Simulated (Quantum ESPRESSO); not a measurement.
**BP: zone-centre phonons and dielectric response under several settings**

```
P B
1.0
     0.00000    2.26900    2.26900
     2.26900    0.00000    2.26900
     2.26900    2.26900    0.00000
P B
1 1
Direct
  0.75000 0.75000 0.75000
  0.00000 0.00000 0.00000
```

All runs used Quantum ESPRESSO 7.5; no spin polarisation; occupations smeared at first, fixed for the response.

| level | potentials | k mesh (s: shifted) | geometry | cutoff (eV) | volume (Å³/atom) | pressure (GPa) | lowest optical mode without the field (cm⁻¹) | highest mode with the field (cm⁻¹) | ε∞ (mean) | ε0 (mean) | Born charge of atom 1 (e) |
| --- | --- | --- | --- | --- | --- | --- | --- | --- | --- | --- | --- |
| PBE | PseudoDojo 0.4.1 SR PBE standard | 6 × 6 × 6s | relaxed cell | 1034 | ? | 0.0 | ? | ? | ? | ? | ? |
| PBE | PseudoDojo 0.4.1 SR PBE standard | 8 × 8 × 8s | given cell, atoms relaxed | 1034 | 11.68 | 1.0 | 805 | 810 | 9.12 | 9.2 | 0.52 |
| PBEsol | PseudoDojo 0.4.1 SR PBEsol standard | 8 × 8 × 8s | relaxed cell | 1034 | 11.55 | 0.0 | 811 | 817 | 9.26 | 9.4 | 0.56 |
| PBEsol | PseudoDojo 0.4.1 SR PBEsol standard | 8 × 8 × 8s | given cell, atoms relaxed | 1034 | 11.68 | -1.9 | 802 | 807 | 9.27 | 9.4 | 0.52 |
| PBE | SSSP 1.3 efficiency PBE | 8 × 8 × 8s | relaxed cell | 748 | 11.76 | 0.0 | 800 | 805 | 9.16 | 9.3 | 0.49 |
| PBE | SG15 PBE 1.2 | 8 × 8 × 8s | relaxed cell | 952 | 11.71 | 0.0 | 801 | 806 | 9.10 | 9.2 | 0.53 |
| PBEsol | PseudoDojo 0.4 SR PBEsol stringent | 6 × 6 × 6s | given cell, atoms relaxed | 1034 | 11.68 | -1.9 | 802 | 807 | 9.27 | 9.4 | 0.52 |

What stands in the row left open?

Volume 11.75 Å³/atom; lowest optical mode without the field 800 cm⁻¹; highest mode with the field 804 cm⁻¹; ε∞ 9.12; ε0 9.2; Born charge of atom 1 0.50 e.
